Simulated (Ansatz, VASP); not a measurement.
Given: the input of a run of VASP 6.6.1 on KCl (Sylvite).

INCAR

```
PREC = Accurate
ENCUT = 520
EDIFF = 1E-7
ISMEAR = -1
SIGMA = 0.05
LREAL = False
LASPH = True
NELM = 100
ALGO = Normal
ISIF = 2
LWAVE = False
LCHARG = False
GGA = PS
NBANDS = 15
```

File KPOINTS:

```
regular mesh
0
Gamma
  7 7 7
```

Contents of POSCAR:

```
KCl
1.0
    0.0000000000      3.1039449222      3.1039449222
    3.1039449222      0.0000000000      3.1039449222
    3.1039449222      3.1039449222      0.0000000000
K Cl
1 1
Direct
    0.0000000000      0.0000000000      0.0000000000
    0.5000000000      0.5000000000      0.5000000000
```

Potentials or basis: VASP PAW PBE potentials, release 64 (K_sv, Cl).

The run is started by

```sh
$ cat potpaw_PBE.64/K_sv/POTCAR potpaw_PBE.64/Cl/POTCAR > POTCAR
$ mpirun -np 1 vasp_std > vasp.out
```

Translate it to Ansatz 0.2.0. Potentials there: Ansatz PAW.

As run (the cutoff follows the program's own potentials):

The input input.yaml:

```yaml
crystal:
  lattice:
    - [0.0, 3.1039449222, 3.1039449222]
    - [3.1039449222, 0.0, 3.1039449222]
    - [3.1039449222, 3.1039449222, 0.0]
  atoms:
    - { symbol: K, position: [0.0, 0.0, 0.0] }
    - { symbol: Cl, position: [0.5, 0.5, 0.5] }
hamiltonian:
  xc: pbesol
  pseudopotentials: { kind: paw }
kpoints:
  mp_grid: { grid: [7, 7, 7] }
scf:
  occupations: { method: fermi_dirac, width: 0.05 }
output:
  forces: true
  stress: true
  eigenvalues: true
```

Potentials or basis: Ansatz PAW.

Run with:

```sh
$ ansatz run input.yaml --threads 2 --pin off --max-ram 5632MiB --backend cpu --events-out ev --progress --plain --runs-dir out
```

Both were run:

|  | VASP | Ansatz | Ansatz less VASP |
| --- | --- | --- | --- |
| gap on the k mesh at the Fermi level (eV) | 5.15 | 5.16 | +0.004 |
| least direct gap on the mesh (eV) | 5.15 | 5.16 | +0.004 |
| pressure (GPa) | 0.4 | 0.3 | -0.05 |

The functional is the same, so the differences come from potentials, cutoffs and numerics.

Caveats: the PAW data sets were made with another functional, which shifts forces and pressure a little (VASP); odd divisions of the mesh miss points on the zone boundary, where band edges often lie, so the gap on the mesh can be too wide (Ansatz); the PAW data sets come from PBE, with cores solved anew for the run's functional, which leaves a small shift of forces and pressure (Ansatz).
